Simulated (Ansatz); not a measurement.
MoS2:

```
CELL_PARAMETERS angstrom
3.22746 0.00000 0.00000
-1.61373 2.79507 0.00000
0.00000 0.00000 6.31247
ATOMIC_POSITIONS crystal
Mo 0.00000 0.00000 0.50000
S 0.66667 0.33333 0.74468
S 0.33333 0.66667 0.25532
```

Measurements of this composition are mostly on another form, of space group No. 194.

- Program: Ansatz 0.2.0
- Task: relaxation of cell and atoms
- Functional: PBE
- Dispersion: D4
- Potentials or basis: Ansatz PAW
- Cutoff: 420 eV (not typed: the program's choice for these potentials)
- k mesh: 9 × 9 × 4
- Occupations: fermi-dirac, width 0.05 eV
- Spin: no spin polarisation

At the start: volume 18.98 Å³/atom.

Problem. Where does the relaxation end?

Solution. It ends after 8 steps and the volume is 17.06 Å³/atom (-10.1 %); space group P-3m1 (No. 164, to 0.05 Å).

Step by step:
```
step  energy change (eV)  largest force (eV/Å)  volume (Å³)
   1              0.0000                0.2671        56.94
   2             -0.0339                0.2541        50.02
   3             -0.0635                0.0495        52.58
   4             -0.0680                0.0675        51.99
   5             -0.0707                0.0220        50.99
   6             -0.0708                0.0015        51.21
   7             -0.0708                0.0000        51.17
   8             -0.0702                0.0002        51.17
```

Final structure:
```
Mo S
1.0
     3.17793    0.00000    0.00000
    -1.58897    2.75217    0.00000
     0.00000    0.00000    5.85045
Mo S
1 2
Direct
  0.00000 0.00000 0.50000
  0.66667 0.33333 0.76883
  0.33333 0.66667 0.23117
```

Caveat: the plane-wave basis is chosen anew once the cell has moved, so the energies of steps on either side of that aren't comparable.
